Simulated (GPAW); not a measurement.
Crystal: BaS.

```
CELL_PARAMETERS angstrom
0.00000 3.19375 3.19375
3.19375 0.00000 3.19375
3.19375 3.19375 0.00000
ATOMIC_POSITIONS crystal
Ba 0.00000 0.00000 0.00000
S 0.50000 0.50000 0.50000
```

| Item | Value |
| --- | --- |
| Program | GPAW 26.7.0 |
| Task | relaxation of cell and atoms |
| Functional | RPBE |
| Potentials or basis | the program's PAW data sets (release 1.2.1) made for this functional |
| Cutoff | 600 eV |
| Basis | pw |
| k mesh | 7 × 7 × 7 |
| Occupations | fermi-dirac, width 0.05 eV |
| Spin | no spin polarisation |

At the start: pressure 2.8 GPa; volume 32.58 Å³/atom.

**Question.** How do energy, volume and symmetry change on relaxing?

**Answer.** Over 3 steps the energy falls by 18.8 meV/atom and the volume is 34.66 Å³/atom (+6.4 %); space group Fm-3m (No. 225, to 0.05 Å).

The path:
| step | energy change (eV) | largest force (eV/Å) | pressure (GPa) | volume (Å³) |
| --- | --- | --- | --- | --- |
| 1 | 0.0000 | 0.0000 | 2.82 | 65.15 |
| 2 | -0.0129 | 0.0000 | 2.23 | 65.96 |
| 3 | -0.0375 | 0.0000 | 0.15 | 69.32 |

Final structure:
```
Ba S
1.0
     0.00000    3.26039    3.26039
     3.26039    0.00000    3.26039
     3.26039    3.26039    0.00000
Ba S
1 1
Direct
  0.00000 0.00000 0.00000
  0.50000 0.50000 0.50000
```

Caveat: later steps reuse the first step's grids.
